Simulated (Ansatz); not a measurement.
# MgSe2: the cost of one run

Program: Ansatz 0.2.0. Level of theory: DFT PBE, scalar-relativistic, plane waves, PAW. These are calculated values, not measurements.

### Step 1. The structure to begin with

It takes space group I4/mmm (No. 139, tetragonal). Conventional cell: a = 4.969 Å, b = 4.969 Å, c = 7.371 Å, α = 90.00°, β = 90.00°, γ = 90.00°. Mg (site symmetry 4/mmm) is surrounded by 2 Se at 2.43 Å. Se (site symmetry 4mm) has 1 Mg at 2.43 Å and 1 Se at 2.51 Å as nearest neighbours.

Coordinates:

```
Mg Se
1.0
    -2.48451    2.48451    3.68538
     2.48451   -2.48451    3.68538
     2.48451    2.48451   -3.68538
Mg Se
1 2
Direct
  0.00000 0.00000 0.00000
  0.32993 0.32993 0.00000
  0.67007 0.67007 0.00000
```

A structure generator made this guess: random cell by space group and Wyckoff sites (I4/mmm, No. 139). Lengths come from tabulated atomic sizes and are only a guess.

### Step 2. The guess as it stands, on a coarse mesh

input.yaml reads:

```yaml
crystal:
  lattice:
    - [-2.48450599, 2.48450599, 3.68538379]
    - [2.48450599, -2.48450599, 3.68538379]
    - [2.48450599, 2.48450599, -3.68538379]
  atoms:
    - { symbol: Mg, position: [0.0, 0.0, 0.0] }
    - { symbol: Se, position: [0.32992879, 0.32992879, 0.0] }
    - { symbol: Se, position: [0.67007121, 0.67007121, 0.0] }
basis:
  ecutwfc: 420
kpoints:
  mp_grid: { grid: [6, 6, 6] }
hamiltonian:
  xc: pbe
scf:
  occupations: { method: gaussian, width: 0.1 }
  lower_state_search: "off"
output:
  forces: true
  stress: true
  eigenvalues: true
```

On the command line:

```bash
> ansatz run input.yaml --threads 1 --pin off --max-ram 2560MiB --backend cpu --events-out ev --progress --plain --runs-dir out
```

Q: Estimate wall time and peak memory on 1 thread of Arm Neoverse V2, shared host.

About 3.8 s, with a peak of 0.36 GiB.
